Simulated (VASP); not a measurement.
## SnO (Romarchite): relaxation of cell and atoms with r2SCAN

The system is SnO (Romarchite).

```
CELL_PARAMETERS angstrom
3.81259 0.00000 0.00000
0.00000 3.81259 0.00000
0.00000 0.00000 4.90003
ATOMIC_POSITIONS crystal
Sn 0.50000 0.00000 0.23501
Sn 0.00000 0.50000 0.76499
O 0.00000 0.00000 0.00000
O 0.50000 0.50000 0.00000
```

| Quantity | Value |
| --- | --- |
| Program | VASP 6.6.1 |
| Task | relaxation of cell and atoms |
| Functional | r2SCAN |
| Potentials or basis | VASP PAW PBE potentials, release 64 (Sn_d, O) |
| Cutoff | 600 eV |
| k mesh | 8 × 8 × 6 |
| Occupations | gaussian, width 0.03 eV |
| Spin | no spin polarisation |
| Further INCAR settings | ALGO = Normal; EDIFF = 1e-07; IBRION = 2; EDIFFG = -0.005; NSW = 90; ISIF = 3 |

| Property | Result |
| --- | --- |
| Pressure after relaxing | 0.0 GPa |
| Band gap on the k mesh | 0.30 eV, indirect (least direct gap 2.37 eV) |

Final structure:
```
Sn O
1.0
     3.81259    0.00000    0.00000
     0.00000    3.81259    0.00000
     0.00000    0.00000    4.90003
Sn O
2 2
Direct
  0.50000 0.00000 0.23501
  0.00000 0.50000 0.76499
  0.00000 0.00000 0.00000
  0.50000 0.50000 0.00000
```

Levels at points of the mesh, in eV from the valence-band top:
```csv
k point,band 16,band 17,band 18,band 19,band 20,band 21,band 22,band 23,band 24
"(0.00, 0.00, 0.00)",-6.65,-3.84,-3.53,-3.53,0.00,2.37,4.49,4.94,4.94
"(0.50, 0.00, 0.00)",-5.36,-5.21,-5.21,-2.90,-2.90,3.41,3.41,6.27,6.27
"(0.50, 0.50, 0.00)",-5.50,-2.86,-2.86,-2.09,-2.09,0.30,0.30,4.75,4.75
"(0.00, 0.00, 0.50)",-3.90,-3.55,-3.55,-3.18,-2.50,1.99,3.22,3.22,3.85
"(0.50, 0.00, 0.50)",-5.78,-5.18,-5.18,-1.97,-1.97,2.74,2.74,5.74,5.74
"(0.50, 0.50, 0.50)",-5.90,-2.86,-2.86,-2.82,-2.82,2.53,2.53,4.28,4.28
```

Wall time 3.2 min on 2 MPI ranks on AMD EPYC 9R14 (Zen 4) (shared host), peak memory 0.25 GiB a rank.

Caveat: the relaxation stopped at its first step, so nothing moved; the PAW data sets were made with another functional, which shifts forces and pressure a little; spin-orbit coupling is left out, which moves the levels of the heavy elements. A k mesh can miss the band edges.
